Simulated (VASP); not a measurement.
# AlP: relaxation of cell and atoms with PBEsol

AlP:

```
Al P
1.0
     0.00000    2.72550    2.72550
     2.72550    0.00000    2.72550
     2.72550    2.72550    0.00000
Al P
1 1
Cartesian
  0.0000 0.0000 0.0000
  1.3627 1.3627 1.3627
```

* Program: VASP 6.6.1
* Task: relaxation of cell and atoms
* Functional: PBEsol
* Potentials or basis: VASP PAW PBE potentials, release 64 (Al, P)
* Cutoff: 600 eV
* k mesh: 8 × 8 × 8
* Occupations: gaussian, width 0.03 eV
* Spin: no spin polarisation
* Further INCAR settings: ALGO = Normal; EDIFF = 1e-06; IBRION = 2; EDIFFG = -0.01; NSW = 90; ISIF = 3

```yaml
Relaxed_volume: 20.47 Å³/atom
Relaxed_cell: a = 3.869 Å, b = 3.869 Å, c = 3.869 Å, α = 60.00°, β = 60.00°, γ = 60.00°
Space_group_after_relaxing_to_0.05_Å: F-43m (No. 216)
Energy_gained_by_relaxing: 0.7 meV/atom
Ionic_steps: 3
Pressure_after_relaxing: 0.0 GPa
Band_gap_on_the_k_mesh: 1.45 eV, indirect (least direct gap 3.15 eV)
```

The path:
| step | energy change (eV) | largest force (eV/Å) | pressure (GPa) | volume (Å³) |
| --- | --- | --- | --- | --- |
| 1 | 0.0000 | 0.0000 | 1.00 | 40.49 |
| 2 | -0.0009 | 0.0000 | -0.60 | 41.24 |
| 3 | -0.0014 | 0.0000 | 0.00 | 40.95 |

Final structure:
```cif
data_structure
_symmetry_space_group_name_H-M 'P 1'
_symmetry_Int_Tables_number 1
_cell_length_a 3.8689
_cell_length_b 3.8689
_cell_length_c 3.8689
_cell_angle_alpha 60.000
_cell_angle_beta 60.000
_cell_angle_gamma 60.000
_cell_volume 40.95
loop_
_atom_site_label
_atom_site_type_symbol
_atom_site_fract_x
_atom_site_fract_y
_atom_site_fract_z
_atom_site_occupancy
Al1 Al 0.00000 0.00000 0.00000 1
P1 P 0.25000 0.25000 0.25000 1
```

Levels at points of the mesh, in eV from the valence-band top:
```csv
k point,band 1,band 2,band 3,band 4,band 5,band 6,band 7,band 8
"(0.00, 0.00, 0.00)",-11.49,0.00,0.00,0.00,3.15,4.50,4.50,4.50
"(0.50, 0.00, 0.00)",-9.81,-5.55,-0.76,-0.76,2.71,4.75,4.75,8.06
"(0.50, 0.50, 0.00)",-9.15,-5.32,-2.11,-2.11,1.45,2.37,10.94,10.94
```

Wall time 6.6 s on 4 MPI ranks on Intel(R) Xeon(R) 6975P-C (Granite Rapids) (shared host), peak memory 0.17 GiB a rank.

Caveat: the PAW data sets were made with another functional, which shifts forces and pressure a little. A k mesh can miss the band edges.
